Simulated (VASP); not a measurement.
# TePb (Fm-3m) in VASP: a series of runs

The runs below take TePb through equation of state, band structure, with r2SCAN, TPSS.

All numbers are computed with VASP 6.6.1; they aren't measurements. Logs are shortened: lines on timing, memory, paths and dates and some standing lists are left out, and cuts for length are marked.

**What was measured.**

From a printed reference work, monograph, for a bulk crystal of TePb at 4.2 K: band gap 0.19 eV (direct).

The runs below are set against these values where they give the same quantity.

### Step 1. The structure

It takes space group Fm-3m (No. 225, cubic). The conventional cell has a = 6.462 Å, b = 6.462 Å, c = 6.462 Å, α = 90.00°, β = 90.00°, γ = 90.00°. Pb (site symmetry m-3m) is surrounded by 6 Te at 3.23 Å. Te (site symmetry m-3m) has 6 Pb at 3.23 Å as nearest neighbours.

### Step 2. Equation of state, r2SCAN

Potentials or basis: VASP PAW PBE potentials, release 64 (Pb_d, Te).

No new run: the results of the series are fitted here.

Results:

| Property | Result |
| --- | --- |
| Equilibrium volume | 34.90 Å³/atom |
| Bulk modulus | 42 GPa |
| Pressure derivative of the bulk modulus | 4.4 |

Energy against volume, from the lowest point:
```
volume (Å³/atom)  energy (meV/atom)
          31.706              45.79
          32.380              27.39
          33.055              14.11
          33.730               5.43
          34.404               0.86
          35.079               0.00
          35.753               2.50
```

Caveat: this odd mesh misses L, where the gap lies, so gap, dielectric constants and Born charges aren't listed; the PAW data sets were made with another functional, which shifts forces and pressure a little. The run has no spin-orbit coupling, so splittings on Pb, Te are missing.

### Step 3. Band structure, r2SCAN

INCAR reads:

```
SYSTEM = TePb
PREC     = Accurate       ! precision mode
ENCUT    = 520            ! plane-wave cutoff, eV
EDIFF    = 1E-7           ! SCF threshold, eV
ISMEAR   = -1             ! smearing method
SIGMA    = 0.05           ! smearing width, eV
LREAL    = .False.        ! projectors in reciprocal space
LASPH    = .True.         ! aspherical terms in the spheres
NELM     = 80             ! most SCF steps
ALGO     = Normal         ! electronic algorithm
ISIF     = 2              ! what is computed and relaxed
LWAVE    = .False.        ! write WAVECAR
LCHARG   = .False.        ! write CHGCAR
METAGGA  = R2SCAN         ! meta-GGA
LMIXTAU  = .True.       
NBANDS   = 17             ! bands
```

KPOINTS reads:

```
regular mesh
0
Gamma
  7 7 7
  0 0 0
```

POSCAR reads:

```
TePb
1.0
    0.0000000000      3.2310000000      3.2310000000
    3.2310000000      0.0000000000      3.2310000000
    3.2310000000      3.2310000000      0.0000000000
Pb Te
1 1
Direct
    0.0000000000      0.0000000000      0.0000000000
    0.5000000000      0.5000000000      0.5000000000
```

KPOINTS_OPT reads:

```
path GXWKGLUWLK,UX
15
line-mode
reciprocal
 0.0000000000  0.0000000000  0.0000000000  G
 0.5000000000  0.0000000000  0.5000000000  X

 0.5000000000  0.0000000000  0.5000000000  X
 0.5000000000  0.2500000000  0.7500000000  W

 0.5000000000  0.2500000000  0.7500000000  W
 0.3750000000  0.3750000000  0.7500000000  K

 0.3750000000  0.3750000000  0.7500000000  K
 0.0000000000  0.0000000000  0.0000000000  G

 0.0000000000  0.0000000000  0.0000000000  G
 0.5000000000  0.5000000000  0.5000000000  L

 0.5000000000  0.5000000000  0.5000000000  L
 0.6250000000  0.2500000000  0.6250000000  U

 0.6250000000  0.2500000000  0.6250000000  U
 0.5000000000  0.2500000000  0.7500000000  W

 0.5000000000  0.2500000000  0.7500000000  W
 0.5000000000  0.5000000000  0.5000000000  L

 0.5000000000  0.5000000000  0.5000000000  L
 0.3750000000  0.3750000000  0.7500000000  K

 0.6250000000  0.2500000000  0.6250000000  U
 0.5000000000  0.0000000000  0.5000000000  X
```

Potentials or basis: VASP PAW PBE potentials, release 64 (Pb_d, Te).

Launch:

```sh
$ cat potpaw_PBE.64/Pb_d/POTCAR potpaw_PBE.64/Te/POTCAR > POTCAR
$ mpirun -np 1 vasp_std > vasp.out
```

OUTCAR:

```text
SYSTEM = TePb
   PREC = Accurate
   ENCUT = 520
   EDIFF = 1E-7
   ISMEAR = -1
   LREAL = .False.
   LASPH = .True.
   NELM = 80
   ISIF = 2
   METAGGA = R2SCAN

 ion  position               nearest neighbor table
   1  0.000  0.000  0.000-   2 3.23   2 3.23   2 3.23   2 3.23   2 3.23   2 3.23
   2  0.500  0.500  0.500-   1 3.23   1 3.23   1 3.23   1 3.23   1 3.23   1 3.23

  LATTYP: Found a face centered cubic cell.
 ALAT       =     6.4620000000

  Lattice vectors:

 A1 = (   0.0000000000,   3.2310000000,   3.2310000000)
 A2 = (   3.2310000000,   0.0000000000,   3.2310000000)
 A3 = (   3.2310000000,   3.2310000000,   0.0000000000)

Analysis of symmetry for initial positions (statically):
=====================================================================
 Subroutine PRICEL returns:
 Original cell was already a primitive cell.

 Routine SETGRP: Setting up the symmetry group for a
 face centered cubic supercell.

 Subroutine GETGRP returns: Found 48 space group operations
 (whereof 48 operations were pure point group operations)
 out of a pool of 48 trial point group operations.

The static configuration has the point symmetry O_h .

Analysis of symmetry for dynamics (positions and initial velocities):
=====================================================================
 Subroutine PRICEL returns:
 Original cell was already a primitive cell.

 Routine SETGRP: Setting up the symmetry group for a
 face centered cubic supercell.

 Subroutine GETGRP returns: Found 48 space group operations
 (whereof 48 operations were pure point group operations)
 out of a pool of 48 trial point group operations.

The dynamic configuration has the point symmetry O_h .

 Subroutine INISYM returns: Found 48 space group operations
 (whereof 48 operations are pure point group operations),
 and found     1 'primitive' translations

----------------------------------------------------------------------------------------

                                     Primitive cell

  volume of cell :      67.4592

  direct lattice vectors                    reciprocal lattice vectors
     0.000000000  3.231000000  3.231000000    -0.154750851  0.154750851  0.154750851
     3.231000000  0.000000000  3.231000000     0.154750851 -0.154750851  0.154750851
     3.231000000  3.231000000  0.000000000     0.154750851  0.154750851 -0.154750851

  length of vectors
     4.569324020  4.569324020  4.569324020     0.268036337  0.268036337  0.268036337

  position of ions in fractional coordinates (direct lattice)
     0.000000000  0.000000000  0.000000000
     0.500000000  0.500000000  0.500000000

  ion indices of the primitive-cell ions
   primitive index   ion index
                 1           1
                 2           2

----------------------------------------------------------------------------------------

 KPOINTS: regular mesh

Automatic generation of k-mesh.
 Grid dimensions read from file:
 generate k-points for:    7    7    7

 Generating k-lattice:

  Cartesian coordinates                     Fractional coordinates (reciprocal lattice)
    -0.022107264  0.022107264  0.022107264     0.142857143  0.000000000  0.000000000
     0.022107264 -0.022107264  0.022107264     0.000000000  0.142857143  0.000000000
     0.022107264  0.022107264 -0.022107264     0.000000000  0.000000000  0.142857143

  Length of vectors
     0.038290905  0.038290905  0.038290905

  Shift w.r.t. Gamma in fractional coordinates (k-lattice)
     0.000000000  0.000000000  0.000000000

 Subroutine IBZKPT returns following result:
 ===========================================

 Found     20 irreducible k-points:

 Following reciprocal coordinates:
            Coordinates               Weight
  0.000000  0.000000  0.000000      1.000000
  0.142857  0.000000  0.000000      8.000000
  0.285714  0.000000  0.000000      8.000000
  0.428571  0.000000  0.000000      8.000000
  0.142857  0.142857  0.000000      6.000000
  0.285714  0.142857  0.000000     24.000000
[... 12 lines left out ...]
 -0.428571  0.428571  0.142857     24.000000
 -0.285714  0.428571  0.142857     24.000000
   k-points           NKPTS =     20   k-points in BZ     NKDIM =     20   number of bands    NBANDS=     17
   number of dos      NEDOS =    301   number of ions     NIONS =      2
   total plane-waves  NPLWV =  46656
   dimension x,y,z NGX =    36 NGY =   36 NGZ =   36
   dimension x,y,z NGXF=    72 NGYF=   72 NGZF=   72
   ions per type =               1   1
   NGX,Y,Z   is equivalent  to a cutoff of  13.10, 13.10, 13.10 a.u.
   NGXF,Y,Z  is equivalent  to a cutoff of  26.20, 26.20, 26.20 a.u.
 SYSTEM =  TePb
   PREC   = accura    normal or accurate (medium, high low for compatibility)
   ISTART =      0    job   : 0-new  1-cont  2-samecut
   ICHARG =      2    charge: 1-file 2-atom 10-const
   ISPIN  =      1    spin polarized calculation?
   LNONCOLLINEAR =      F non collinear calculations
   LSORBIT =      F    spin-orbit coupling
   LASPH  =      T    aspherical Exc in radial PAW
   ENCUT  =  520.0 eV  38.22 Ry    6.18 a.u.   8.50  8.50  8.50*2*pi/ulx,y,z
   NELM   =     80;   NELMIN=  2; NELMDL= -5     # of ELM steps
   EDIFF  = 0.1E-06   stopping-criterion for ELM
   LREAL  =      F    real-space projection
   EDIFFG = 0.1E-05   stopping-criterion for IOM
   NSW    =      0    number of steps for IOM
   IBRION =     -1    ionic relax: 0-MD 1-quasi-New 2-CG
   NFREE  =      0    steps in history (QN), initial steepest desc. (CG)
   ISIF   =      2    stress and relaxation
   ISYM   =      2    0-nonsym 1-usesym 2-fastsym
   POTIM  = 0.5000    time-step for ionic-motion
   TEBEG  =    0.0;   TEEND  =   0.0 temperature during run
   PSTRESS=    0.0 pullay stress
   NELECT =      20.0000    total number of electrons
   NUPDOWN=      -1.0000    fix difference up-down
   EMIN   =  10.00;   EMAX   =-10.00  energy-range for DOS
   EFERMI =   0.00;   METHOD = LEGACY
   ISMEAR =    -1;   SIGMA  =   0.05  broadening in eV -4-tet -1-fermi 0-gaus
   EFERMI_NEDOS =   21; number of points for ismear=-14 and -15
   IALGO  =     38    algorithm
   IMIX   =      4    mixing-type and parameters
     AMIX     =   0.40;   BMIX     =  1.00
     AMIX_MAG =   1.60;   BMIX_MAG =  1.00
  volume/ion in A,a.u.               =      33.73       227.62
  Fermi-wavevector in a.u.,A,eV,Ry     =   1.091619  2.062861 16.213147  1.191633
  Thomas-Fermi vector in A             =   2.227868
   LORBIT       =      0    0 simple, 1 ext, 2 COOP (PROOUT), +10 PAW based schemes
   METAGGA = R2SCAN    functional components
   LHFCALC =     F    Hartree Fock is set to
   AEXX    =    0.0000 exact exchange contribution
   IVDW    =     0    specifies the selected vdW correction
   LEPSILON=     F    determine dielectric tensor
   LRPA    =     F    only Hartree local field effects (RPA)
 non-spin polarized calculation
  energy-cutoff  :      520.00
  volume of cell :       67.46
 maximum number of plane-waves:      1837
 NGX is ok and might be reduce to    36
   NGX = 17   NGY = 17   NGZ = 17

 number of electron      20.0000003 magnetization

 Free energy of the ion-electron system (eV)
  ---------------------------------------------------
  ext. energy  EPLUGINS =         0.00000000
  ---------------------------------------------------
  free energy    TOTEN  =       -82.69565231 eV

  energy without entropy =      -82.69565209  energy(sigma->0) =      -82.69565220

 E-fermi :   6.0634     XC(G=0):  -9.8164

 val. band max:        5.4275159036   @ k =   0.4286   0.0000   0.0000
 cond. band min:       6.6940306817   @ k =   0.4286   0.0000   0.0000
 fundamental gap:      1.2665147781
 Fermi energy:         6.0633651225

 k-point     1 :       0.0000    0.0000    0.0000
  band No.  band energies     occupation
      1     -11.8605      2.00000
      2     -11.8605      2.00000
      3     -11.8484      2.00000
      4     -11.8484      2.00000
      5     -11.8484      2.00000
      6      -7.0063      2.00000
[... 9 lines left out ...]
     16      11.6928      0.00000
     17      13.3378      0.00000
[... 361 lines left out ...]
 k-point    20 :      -0.2857    0.4286    0.1429
  band No.  band energies     occupation
      1     -11.9082      2.00000
      2     -11.8636      2.00000
      3     -11.8439      2.00000
      4     -11.8367      2.00000
      5     -11.8237      2.00000
      6      -5.0950      2.00000
[... 9 lines left out ...]
     16      16.3538      0.00000
     17      16.8991      0.00000

------------------------ aborting loop because EDIFF is reached ----------------------------------------

  FORCE on cell =-STRESS in cart. coord.  units (eV):
  Direction    XX          YY          ZZ          XY          YZ          ZX
  --------------------------------------------------------------------------------------
  -------------------------------------------------------------------------------------
  Total        0.6381003      0.6381003      0.6381003      0.0000000      0.0000000     -0.0000000
  in kB       15.1550957     15.1550957     15.1550957      0.0000000      0.0000000     -0.0000000
  external PRESSURE =      15.1550957 kB  Pullay stress =       0.0000000 kB

 VOLUME and BASIS-vectors are now :
 -----------------------------------------------------------------------------
  energy-cutoff  :      520.00
  volume of cell :       67.46
      direct lattice vectors                 reciprocal lattice vectors
     0.000000000  3.231000000  3.231000000    -0.154750851  0.154750851  0.154750851
     3.231000000  0.000000000  3.231000000     0.154750851 -0.154750851  0.154750851
     3.231000000  3.231000000  0.000000000     0.154750851  0.154750851 -0.154750851

 POSITION                                       TOTAL-FORCE (eV/Angst)
 -----------------------------------------------------------------------------------
      0.00000      0.00000      0.00000         0.000000      0.000000      0.000000
      3.23100      3.23100      3.23100        -0.000000      0.000000     -0.000000
 -----------------------------------------------------------------------------------
    total drift:                               -0.000000      0.000000      0.000000

  FREE ENERGIE OF THE ION-ELECTRON SYSTEM (eV)
  ---------------------------------------------------
  free  energy   TOTEN  =       -82.6956523060 eV

  energy  without entropy=      -82.6956520888  energy(sigma->0) =      -82.69565220
```

It took 4.2 min on 1 thread of Intel Xeon 6975P-C (Granite Rapids), shared host; peak memory 0.21 GiB.

Results:

| Quantity | Value |
| --- | --- |
| Free energy | -82.6957 eV |
| Pressure | 1.5 GPa |
| Band gap along the path | 1.02 eV, direct |

Levels at the corners of the path, in eV from the Fermi level:
| point | band 6 | band 7 | band 8 | band 9 | band 10 | band 11 | band 12 | band 13 | band 14 | band 15 |
| --- | --- | --- | --- | --- | --- | --- | --- | --- | --- | --- |
| Γ | -13.07 | -6.18 | -2.05 | -2.05 | -2.05 | 3.80 | 3.80 | 3.80 | 5.63 | 5.63 |
| X | -11.29 | -8.05 | -5.24 | -3.52 | -3.52 | 3.03 | 5.28 | 5.28 | 6.62 | 9.97 |
| X | -11.29 | -8.05 | -5.24 | -3.52 | -3.52 | 3.03 | 5.28 | 5.28 | 6.62 | 9.97 |
| W | -11.12 | -8.80 | -4.52 | -4.52 | -0.99 | 1.34 | 5.03 | 5.03 | 6.71 | 6.71 |
| W | -11.12 | -8.80 | -4.52 | -4.52 | -0.99 | 1.34 | 5.03 | 5.03 | 6.71 | 6.71 |
| K | -11.19 | -8.78 | -4.85 | -3.00 | -2.72 | 3.32 | 3.46 | 4.94 | 5.79 | 8.76 |
| K | -11.19 | -8.78 | -4.85 | -3.00 | -2.72 | 3.32 | 3.46 | 4.94 | 5.79 | 8.76 |
| Γ | -13.07 | -6.18 | -2.05 | -2.05 | -2.05 | 3.80 | 3.80 | 3.80 | 5.63 | 5.63 |
| Γ | -13.07 | -6.18 | -2.05 | -2.05 | -2.05 | 3.80 | 3.80 | 3.80 | 5.63 | 5.63 |
| L | -11.56 | -9.45 | -1.57 | -1.57 | -0.54 | 0.48 | 0.86 | 0.86 | 8.40 | 9.14 |
| L | -11.56 | -9.45 | -1.57 | -1.57 | -0.54 | 0.48 | 0.86 | 0.86 | 8.40 | 9.14 |
| U | -11.19 | -8.78 | -4.85 | -3.00 | -2.72 | 3.32 | 3.46 | 4.94 | 5.79 | 8.76 |
| U | -11.19 | -8.78 | -4.85 | -3.00 | -2.72 | 3.32 | 3.46 | 4.94 | 5.79 | 8.76 |
| W | -11.12 | -8.80 | -4.52 | -4.52 | -0.99 | 1.34 | 5.03 | 5.03 | 6.71 | 6.71 |
| W | -11.12 | -8.80 | -4.52 | -4.52 | -0.99 | 1.34 | 5.03 | 5.03 | 6.71 | 6.71 |
| L | -11.56 | -9.45 | -1.57 | -1.57 | -0.54 | 0.48 | 0.86 | 0.86 | 8.40 | 9.14 |
| L | -11.56 | -9.45 | -1.57 | -1.57 | -0.54 | 0.48 | 0.86 | 0.86 | 8.40 | 9.14 |
| K | -11.19 | -8.78 | -4.85 | -3.00 | -2.72 | 3.32 | 3.46 | 4.94 | 5.79 | 8.76 |
| U | -11.19 | -8.78 | -4.85 | -3.00 | -2.72 | 3.32 | 3.46 | 4.94 | 5.79 | 8.76 |
| X | -11.29 | -8.05 | -5.24 | -3.52 | -3.52 | 3.03 | 5.28 | 5.28 | 6.62 | 9.97 |

Caveat: this odd mesh misses L, where the gap lies, so gap, dielectric constants and Born charges aren't listed; the PAW data sets were made with another functional, which shifts forces and pressure a little; spin-orbit coupling is left out, which moves the levels of the heavy elements.

### Step 4. Band structure, TPSS

INCAR reads:

```
SYSTEM = TePb
ALGO = Normal ; EDIFF = 1E-6
ENCUT = 520 ; ISIF = 2
ISMEAR = -1 ; LASPH = .True.
LCHARG = .False. ; LMIXTAU = .True.
LREAL = .False. ; LWAVE = .False.
METAGGA = TPSS ; NBANDS = 17
NELM = 100 ; PREC = Accurate
SIGMA = 0.05
```

KPOINTS reads:

```
k-points
0
Gamma
  7 7 7
  0 0 0
```

POSCAR is that of step 3.

Edit KPOINTS_OPT of step 3 so:

```diff
@@ -1,3 +1,3 @@
 path GXWKGLUWLK,UX
-15
+20
 line-mode
```

Launch:

```sh
$ cat potpaw_PBE.64/Pb_d/POTCAR potpaw_PBE.64/Te/POTCAR > POTCAR
$ mpirun -np 1 vasp_std > vasp.out
```

It took 4.9 min on 1 thread of Intel Xeon 6975P-C (Granite Rapids), shared host; peak memory 0.21 GiB.

It converged, with:

| Item | Value |
| --- | --- |
| Free energy | -14.8720 eV |
| Pressure | 1.7 GPa |
| Band gap along the path | 0.79 eV, direct |

Levels at the corners of the path, in eV from the Fermi level:
```tsv
point	band 8	band 9	band 10	band 11	band 12	band 13
Γ	-1.75	-1.75	-1.75	3.76	3.76	3.76
X	-4.99	-3.24	-3.24	2.79	5.18	5.18
X	-4.99	-3.24	-3.24	2.79	5.18	5.18
W	-4.26	-4.26	-0.78	1.38	4.82	4.82
W	-4.26	-4.26	-0.78	1.38	4.82	4.82
K	-4.60	-2.73	-2.51	3.21	3.49	4.73
K	-4.60	-2.73	-2.51	3.21	3.49	4.73
Γ	-1.75	-1.75	-1.75	3.76	3.76	3.76
Γ	-1.75	-1.75	-1.75	3.76	3.76	3.76
L	-1.33	-1.33	-0.43	0.35	0.96	0.96
L	-1.33	-1.33	-0.43	0.35	0.96	0.96
U	-4.60	-2.73	-2.51	3.21	3.49	4.73
U	-4.60	-2.73	-2.51	3.21	3.49	4.73
W	-4.26	-4.26	-0.78	1.38	4.82	4.82
W	-4.26	-4.26	-0.78	1.38	4.82	4.82
L	-1.33	-1.33	-0.43	0.35	0.96	0.96
L	-1.33	-1.33	-0.43	0.35	0.96	0.96
K	-4.60	-2.73	-2.51	3.21	3.49	4.73
U	-4.60	-2.73	-2.51	3.21	3.49	4.73
X	-4.99	-3.24	-3.24	2.79	5.18	5.18
```

Caveat: this odd mesh misses L, where the gap lies, so gap, dielectric constants and Born charges aren't listed; the PAW data sets were made with another functional, which shifts forces and pressure a little; spin-orbit coupling is left out, which moves the levels of the heavy elements.

### Step 5. The reference run

An earlier run on the cell as given: functional PBEsol; potentials or basis VASP PAW PBE potentials, release 64 (Pb_d, Te); cutoff 520 eV; k mesh 7 × 7 × 7; occupations fermi-dirac, width 0.05 eV; no spin polarisation.

- Pressure: -0.4 GPa

### Step 6. Summary

```csv
task,level,ladder,pressure (GPa)
equation of state,r2SCAN,-,-
band structure,r2SCAN,-,1.5
band structure,TPSS,-,1.7
single point,PBEsol,free,-0.4
```

Alike in all rows: potentials or basis VASP PAW PBE potentials, release 64 (Pb_d, Te); no spin polarisation; cell as given; k mesh 7 × 7 × 7; cutoff (eV) 520; smearing fermi-dirac 0.05 eV.

The pressure there spans -0.4 GPa (PBEsol) to 1.7 GPa (TPSS); a positive pressure means that this level wants a larger cell, a negative one a smaller.

Caveats: the PAW data sets were made with another functional, which shifts forces and pressure a little; spin-orbit coupling is left out, which moves the levels of the heavy elements (some runs).

Total energies depend on the potentials used, so only differences within one code and one set of settings carry meaning.

### Step 7. Comparison with measurements

Step 3. Measured gap of TePb: 0.19 eV (direct; 4.2 K; a printed reference work, monograph). This calculation gives 1.02 eV (+0.83 eV). Spin-orbit coupling on Pb, Te is left out. The value is that of r2SCAN, without temperature or zero-point motion.

Step 4. A measured gap of TePb is 0.19 eV (direct; 4.2 K; a printed reference work, monograph); the calculated 0.79 eV misses it by +0.60 eV. Spin-orbit coupling on Pb, Te is left out. The value is that of TPSS, without temperature or zero-point motion.
